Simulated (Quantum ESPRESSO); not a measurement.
# LiCl under changes of volume

One of the cells (16.871 Å³/atom); the others are scaled copies at fixed shape and fractional positions:

```
CELL_PARAMETERS angstrom
0.00000 2.56477 2.56477
2.56477 0.00000 2.56477
2.56477 2.56477 0.00000
ATOMIC_POSITIONS crystal
Cl 0.50000 0.50000 0.50000
Li 0.00000 0.00000 0.00000
```

```yaml
Program: Quantum ESPRESSO 7.5
Functional: PBEsol
Potentials_or_basis: PseudoDojo 0.4.1 SR PBEsol standard
Cutoff: 1007 eV
Density_cutoff: 4027 eV
k_mesh: 9 × 9 × 9
Occupations: fermi-dirac, width 0.05 eV
Spin: no spin polarisation
```

| volume (Å³/atom) | energy over the lowest point (meV/atom) | pressure (GPa) | gap on the mesh (eV) |
| --- | --- | --- | --- |
| 15.859 | ? | ? | ? |
| 16.196 | 0.00 | 0.0 | 6.36 |
| 16.534 | 0.62 | -0.6 | 6.24 |
| 16.871 | 2.63 | -1.3 | 6.13 |
| 17.209 | 5.88 | -1.8 | 6.02 |
| 17.546 | 10.25 | -2.3 | 5.91 |
| 17.883 | 15.61 | -2.8 | 5.82 |

**Question.** What does the run at 15.859 Å³/atom give?

**Answer.** Energy over the lowest point 0.94 meV/atom; pressure 0.8 GPa; gap on the mesh 6.49 eV.

Worked out: A Birch-Murnaghan fit of order 3 (a polynomial in V^(-2/3)) to the other rows has its minimum at 16.22 Å³/atom with B0 = V·E''(V) = 35 GPa and B' = 4.2. It gives 0.92 meV/atom at 15.859 Å³/atom, against the run's 0.94, and -dE/dV = 0.8 GPa, against 0.8. A straight line through the other rows of the gap, of slope -5.48 eV per unit of ln V (its deformation potential), extrapolates to 6.47 eV, against the run's 6.49.

Energies are extrapolated to zero smearing.

Caveats: an odd mesh through Γ misses points on the zone boundary, where band edges often lie.
